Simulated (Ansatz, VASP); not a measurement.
# Cross-check of AlN between VASP and Ansatz, part 2 of 2

Aim: how closely do two programs agree when they are given the same cell, functional and k mesh? Of the first pair: The cell is taken from a series of runs on this material, whose earlier steps may have relaxed, scaled, displaced or heated it; both programs get it as it stands.

VASP 6.6.1 and Ansatz 0.2.0.

So far: Starting point; VASP: relaxation of cell and atoms, LDA; Ansatz: relaxation of cell and atoms, LDA; Side by side; Ansatz: relaxation, LDA.

### Step 6. VASP: single point, LDA, pair 2

Level of this step: LDA; plane waves and PAW (N, Al) (VASP).

The same cell, functional (in two slightly different forms) and mesh now go to VASP, with its own data sets.

The input, INCAR:

```
SYSTEM = AlN
PREC = Accurate
ENCUT = 600
EDIFF = 1E-06
NELM = 120
ISMEAR = 0
SIGMA = 0.01
LREAL = .FALSE.
ALGO = Normal
GGA = PW92
NBANDS = 10
LORBIT = 11
LWAVE = .FALSE.
LCHARG = .FALSE.
ISIF = 2
LASPH = .TRUE.
GGA_COMPAT = .FALSE.
EFERMI = MIDGAP
```

The input, POSCAR:

```
AlN
1.0
    0.0000000000      2.1493341209      2.1944144910
    2.1493341209      0.0000000000      2.1944144910
    2.1493341209      2.1493341209      0.0000000000
N Al
1 1
Direct
    0.2500000000      0.2500000000      0.2500000000
    0.0000000000      0.0000000000      0.0000000000
```

The input, KPOINTS:

```
Automatic mesh
0
Gamma
12 12 12
0 0 0
```

PAW data sets: N and Al (LDA family, release 64).

Launch:

```
mpirun -np 1 vasp_std
```

Numbers of over 12 decimals in the logs are rounded to 6 here.

Log:

```text
[banner, memory and clock lines left out]
running    1 mpi-ranks, on    1 nodes
[...]
[... a notice as in an earlier step ...]

 LDA part: xc-table for (Slater(with rela. corr.)+PW92), standard interpolation
 POSCAR, INCAR and KPOINTS ok, starting setup
[...]
entering main loop
       N       E                     dE             d eps       ncg     rms          rms(c)
DAV:   1     0.119294548938E+02    0.11929E+02   -0.43752E+03  3316   0.760E+02
DAV:   2    -0.181139992540E+02   -0.30043E+02   -0.28566E+02  4020   0.141E+02
DAV:   3    -0.189787044129E+02   -0.86471E+00   -0.86344E+00  3818   0.231E+01
DAV:   4    -0.189824118009E+02   -0.37074E-02   -0.37072E-02  3642   0.181E+00
[...]
DAV:  10    -0.163817314704E+02   -0.20658E-04   -0.52601E-05  3544   0.554E-02    0.398E-02
DAV:  11    -0.163817303895E+02    0.10809E-05   -0.12322E-06  3476   0.788E-03    0.752E-03
DAV:  12    -0.163817303941E+02   -0.46487E-08   -0.34665E-08  1762   0.158E-03
   1 F= -.16381730E+02 E0= -.16381730E+02  d E =0.000000E+00
```

Parts of OUTCAR (step 6):

```text
  Total        0.4233420      0.4233420      0.0495852      0.0000000      0.0000000      0.0000000
  in kB       33.4537950     33.4537950      3.9183741      0.0000000      0.0000000      0.0000000
  external PRESSURE =      23.6086547 kB  Pullay stress =       0.0000000 kB

 POSITION                                       TOTAL-FORCE (eV/Angst)
 -----------------------------------------------------------------------------------
      1.07467      1.07467      1.09721         0.000000     -0.000000     -0.000000
      0.00000      0.00000      0.00000         0.000000      0.000000      0.000000
 -----------------------------------------------------------------------------------
    total drift:                                0.000000      0.000000      0.000000

  FREE ENERGIE OF THE ION-ELECTRON SYSTEM (eV)
  ---------------------------------------------------
  free  energy   TOTEN  =       -16.3817303941 eV

  energy  without entropy=      -16.3817303941  energy(sigma->0) =      -16.38173039

[... 3 further parts left out ...]
[key lines of the parts left out:]
E-fermi :   7.5916
```

The run ends at a pressure of 2.36 GPa.

### Step 7. Side by side

What differs besides the data sets and the points named for the pairs above, as far as they apply: Ansatz's pressure holds a Pulay correction, VASP's none. Total energies have different zeros and are not compared.

Compared:

```csv
quantity,Ansatz,VASP,difference
pressure (GPa),1.98,2.36,-0.38
gap on the k mesh (eV),3.188,3.175,+0.013
```

A gap on the mesh is an upper bound, since the band edges may lie between its points.

### Step 8. Ansatz: relaxation, LDA

This run makes the geometry at which the two programs are then compared. The cell compared in this pair holds 20.07 Å³, against 20.27 Å³ for the pair before.

The structure compared here is the end of the Ansatz relaxation.

The input, input.yaml:

```yaml
crystal:
  lattice:
    - [0.0, 2.1276236752, 2.194414491]
    - [2.1276236752, 0.0, 2.194414491]
    - [2.1276236752, 2.1276236752, 0.0]
  atoms:
    - { symbol: "N", position: [0.25, 0.25, 0.25] }
    - { symbol: Al, position: [0.0, 0.0, 0.0] }
  conventional_axes: [[-1, 1, 1], [1, -1, 1], [1, 1, -1]]
kpoints:
  mp_grid: { grid: [12, 12, 12] }
hamiltonian:
  xc: lda
  pseudopotentials: { kind: paw, azcp: { folder: soft_1 }, xc_functional: pbe }
scf:
  occupations: { method: fixed }
output:
  forces: true
  stress: true
  eigenvalues: true
relax:
  adjacent_minimum: "off"
  f_tol: 0.001
  max_steps: 60
  cell: { stress_tol: 0.01, fix: [a, b, gamma] }
```

Launch:

```
ansatz run input.yaml --threads 4 --pin off --max-ram 10240MiB --backend cpu --events-out ev --progress --plain --runs-dir out
```

Log:

```text
[...]
Crystal: 2 atoms, lattice volume = 19.867 Å³
Basis set: ecut = 420 eV, 371 PW (Γ)
Bands: 8, of which v1, the nominal top of the filled ones, is band 4 counted from 1 (3 counted from 0)
Symmetry: 8 space group operations
[...]
k-points: 163 of 1728 (time reversal used)
[...]
--- Band table (eV; the first three rows and the last of 163) ---
[...]
--- Relaxed structure (4 steps of the walk, 4 accepted, 2 SCFs on fresh bases) ---
[...]
cell:  # Å, volume = 20.0687 Å³
    - [-6.173929977597753e-19, 2.1276236752, 2.216658]
    - [2.1276236752, 0, 2.216658]
    - [2.1276236752, 2.1276236752, -5.986015697234109e-19]
  atoms:
    - { symbol: N, position: [0.250000, 0.250000, 0.250000] }
    - { symbol: Al, position: [0, 0, 0] }
[key lines of the parts left out:]
SCF converged after 5 iterations
Free energy (F): -889.795842 eV
Fermi energy:    7.149291 eV
P = ⅓ Tr σ = 4.1433 GPa (41.433 kbar)
```

### Step 9. VASP: single point, LDA, pair 3

The same cell, functional (in two slightly different forms) and mesh now go to VASP, with its own data sets.

INCAR is that of step 6.

The input, POSCAR:

```
AlN
1.0
    0.0000000000      2.1276236752      2.2166584180
    2.1276236752      0.0000000000      2.2166584180
    2.1276236752      2.1276236752      0.0000000000
N Al
1 1
Direct
    0.2500000000      0.2500000000      0.2500000000
    0.0000000000      0.0000000000      0.0000000000
```

KPOINTS is that of step 6.

Launch:

```
mpirun -np 1 vasp_std
```

Log:

```text
[... set-up lines as in an earlier step ...]
 entering main loop
       N       E                     dE             d eps       ncg     rms          rms(c)
DAV:   1     0.118773356189E+02    0.11877E+02   -0.43796E+03  3332   0.760E+02
DAV:   2    -0.181278751238E+02   -0.30005E+02   -0.29106E+02  3924   0.143E+02
DAV:   3    -0.189878084048E+02   -0.85993E+00   -0.85890E+00  3818   0.233E+01
DAV:   4    -0.189915025020E+02   -0.36941E-02   -0.36939E-02  3678   0.183E+00
[...]
DAV:  10    -0.163693430691E+02   -0.20480E-04   -0.52030E-05  3546   0.549E-02    0.392E-02
DAV:  11    -0.163693420259E+02    0.10432E-05   -0.12157E-06  3472   0.778E-03    0.719E-03
DAV:  12    -0.163693420324E+02   -0.64745E-08   -0.34943E-08  1766   0.159E-03
   1 F= -.16369342E+02 E0= -.16369342E+02  d E =0.000000E+00
```

Parts of OUTCAR (step 9):

```text
  Total        0.8297814      0.8297814      0.0536424      0.0000000      0.0000000     -0.0000000
  in kB       66.2454204     66.2454204      4.2825265      0.0000000      0.0000000     -0.0000000
  external PRESSURE =      45.5911224 kB  Pullay stress =       0.0000000 kB

 POSITION                                       TOTAL-FORCE (eV/Angst)
 -----------------------------------------------------------------------------------
      1.06381      1.06381      1.10833        -0.000000     -0.000000      0.000000
      0.00000      0.00000      0.00000         0.000000      0.000000      0.000000
 -----------------------------------------------------------------------------------
    total drift:                                0.000000      0.000000      0.000000

  FREE ENERGIE OF THE ION-ELECTRON SYSTEM (eV)
  ---------------------------------------------------
  free  energy   TOTEN  =       -16.3693420324 eV

  energy  without entropy=      -16.3693420324  energy(sigma->0) =      -16.36934203

[... 1 part as in an earlier step ...]

[... 2 further parts left out ...]
[key lines of the parts left out:]
E-fermi :   7.7052
```

The run ends at a pressure of 4.56 GPa.

### Step 10. Comparison

Both answers:

| quantity | Ansatz | VASP | difference |
| --- | --- | --- | --- |
| pressure (GPa) | 4.14 | 4.56 | -0.42 |
| gap on the k mesh (eV) | 3.120 | 3.107 | +0.013 |

A gap on the mesh is an upper bound, since the band edges may lie between its points.

### Step 11. What came out

| Property | Result |
| --- | --- |
| difference in volume (relaxation of cell and atoms, LDA) | -0.17 % |
| difference in gap on the k mesh (single point, LDA, pair 2) | 0.013 eV |
| difference in gap on the k mesh (single point, LDA, pair 3) | 0.013 eV |

What this shows: The difference in gap on the k mesh is 0.013 eV (single point, LDA, pair 3), within the 0.08 eV picked in this series as the mark of a large difference. 5 further runs of this series are not shown here. Such differences can come from data sets, numerical settings and the points named under the comparisons, not from the functional's error against experiment.

[Lines on the potential files, build, host, timing and source positions are cut from VASP's logs without a mark.]

[Logs are printed without paths, hosts, clocks, repeated set-up lines and the standing remarks that a program may print on its own settings, such as how far it seeks lower states.]

[Hosts, paths, dates, database ids (printed as entryN), source tags and the programs' standing remarks are cut or masked in the printed files.]
